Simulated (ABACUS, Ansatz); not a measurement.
# Cost and result for the bulk modulus of Li

It takes space group Im-3m (No. 229, cubic). Conventional cell: a = 3.509 Å, b = 3.509 Å, c = 3.509 Å, α = 90.00°, β = 90.00°, γ = 90.00°. Li (site symmetry m-3m) has 8 Li at 3.04 Å as nearest neighbours.

```csv
rung,level,program and potentials,cutoff (eV),k mesh,smearing,core time,chip,bulk modulus (GPa),notes
meta-GGA + dispersion,r2SCAN+D4,"Ansatz, Ansatz PAW",500,11 × 11 × 11,fermi-dirac 0.05,4.2 s,AMD EPYC 9B45 Zen 5,13.2,"potentials made for PBE, which Ansatz adapts in part"
GGA,revPBE,"Ansatz, Ansatz PAW",420,11 × 11 × 11,fermi-dirac 0.05,5.5 s,Arm Neoverse V1,13.0,"potentials made for PBE, which Ansatz adapts in part"
GGA,RPBE,"ABACUS, GBRV ultrasoft 1.5 PBE, plane waves",544,9 × 9 × 9,fermi-dirac 0.05,26 s,Intel Xeon Platinum 8488C Sapphire Rapids,13.3,potentials made for PBE; fit through 4 volumes
hybrid,PBEsol0,"Ansatz, Ansatz PAW",420,6 × 6 × 6,fermi-dirac 0.05,35 s,AMD EPYC 7B13 Zen 3,12.8,"coarse mesh; potentials made for PBE, which Ansatz adapts in part"
hybrid,PBE0,"Ansatz, Ansatz PAW",420,6 × 6 × 6,fermi-dirac 0.05,36 s,Intel Xeon Skylake/Cascade Lake,13.0,"coarse mesh; potentials made for PBE, which Ansatz adapts in part"
hybrid,HSE06,"Ansatz, Ansatz PAW",420,6 × 6 × 6,fermi-dirac 0.05,36 s,AMD EPYC 7B13 Zen 3,13.0,"coarse mesh; potentials made for PBE, which Ansatz adapts in part"
hybrid,HISS,"Ansatz, Ansatz PAW",420,6 × 6 × 6,fermi-dirac 0.05,43 s,AMD EPYC 7B13 Zen 3,12.6,"coarse mesh; potentials made for PBE, which Ansatz adapts in part"
GGA,BP86,"ABACUS, SSSP 1.3 efficiency PBE, plane waves",748,9 × 9 × 9,fermi-dirac 0.05,56 s,Intel Xeon 6975P-C Granite Rapids,13.5,potentials made for PBE
```

Times are single runs on shared hosts and different chips, so they are rough; meshes, cutoffs and the tasks' sizes weigh on the time. Task: equation of state. All rows: no spin polarisation. Smearing widths are in eV. The cell comes from a database and isn't always the measured one. For a metal such meshes aren't converged. Meshes differ between rows, which moves values too. Meshes are those of the run's cell of 1 atom unless a note names another. Runs on faulty files, with rough fits or with known faults for this quantity aren't shown. No row holds spin-orbit coupling.

By rung: GGA 13.0 to 13.5; meta-GGA + dispersion 13.2; hybrid on coarse meshes 12.6 to 13.0 (GPa).
